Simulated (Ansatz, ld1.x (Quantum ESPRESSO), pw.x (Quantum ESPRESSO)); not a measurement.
**tantalum (Ta) (bcc): variants of one TM potential in the solid**

| Quantity | Value |
| --- | --- |
| Element | tantalum |
| Generator | ld1.x (Quantum ESPRESSO) 7.5 |
| Type | norm-conserving Troullier–Martins (Kleinman–Bylander form) |
| Functional | LDA (PW92) |
| Relativity | scalar-relativistic |
| Frozen core | [Xe] 4f14 |
| Valence charge | 5 |
| Reference configuration | 5d3 6s2 6p0 |
| Partial waves | 6s (bound): rc 2.15 bohr; 5d (bound): rc 2.25 bohr; 6p (bound, empty): rc 3.05 bohr |
| Local potential | the p channel |
| Core correction | none |

Crystal test: bcc Ta in pw.x 7.5, no spin, 14³ k-points, Fermi–Dirac smearing 0.01 Ry, cutoffs set for each file from its atomic test. The reference is all-electron LAPW (Ansatz 0.2.0) with the same functional, mesh and smearing; V0 and B0 come from Birch–Murnaghan fits to the pressures at five volumes. Errors are pseudo minus all-electron; Δ is the rms difference of the E(V) curves that follow from these fits, minima aligned, over ±6 % about the mean V0. Mesh and smearing are coarse, so the numbers serve the comparison and aren't converged zero-temperature values; the lattice is a test structure that the element need not adopt.

All-electron: a0 = 3.255 Å (V0 = 17.24 Å³/atom), B0 = 217.7 GPa.

Base: The largest radius (3.05 bohr) exceeds half the bond length (2.66 bohr), so the spheres overlap, which is one possible source of error among others. This is a poor potential for the solid.

A dash in a converged row means that the minimum lies outside the volumes sampled.

| change | cutoffs (Ry) | pw.x | mean pressure error (GPa) |
| --- | --- | --- | --- |
| base | 50/200 | converged | +18.65 |
| wave 5d (bound): rc 2.25 bohr becomes 5d (bound): rc 1.68 bohr | 60/240 | converged | +18.85 |
| wave 5d (bound): rc 2.25 bohr becomes 5d (bound): rc 2.06 bohr | 50/200 | converged | +18.66 |
| wave 5d (bound): rc 2.25 bohr becomes 5d (bound): rc 2.54 bohr | 45/180 | converged | +18.61 |
| wave 5d (bound): rc 2.25 bohr becomes 5d (bound): rc 3.18 bohr | 45/180 | converged | +18.16 |

(1) Give the row for: wave 5d (bound): rc 2.25 bohr becomes 5d (bound): rc 2.72 bohr.

## Answers

(1) pw.x: converged; mean pressure error (GPa): +18.56.
